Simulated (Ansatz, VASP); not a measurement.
# Two plane-wave programs on C

```
CELL_PARAMETERS angstrom
0.00000 1.76587 1.76587
1.76587 0.00000 1.76587
1.76587 1.76587 0.00000
ATOMIC_POSITIONS crystal
C 0.00000 0.00000 0.00000
C 0.25000 0.25000 0.25000
```

Alike in both runs: functional LDA; k mesh 12 × 12 × 12; no spin polarisation.

Ansatz relaxed the structure, and its values are those at the end. VASP's run is a single point on that final structure, the one shown.

|  | VASP | Ansatz |
| --- | --- | --- |
| version | VASP 6.6.1 | Ansatz 0.2.0 |
| potentials or method | VASP PAW LDA potentials, release 64 (C) | scalar-relativistic, plane waves, PAW |
| plane-wave cutoff (eV) | 520 | 420 |
| occupations | gaussian, width 0.01 eV | fixed |
| valence electrons in the cell | 8 | 8 |

```tsv
	VASP	Ansatz	Ansatz less VASP
pressure (GPa)	1.6	0.0	-1.63
```
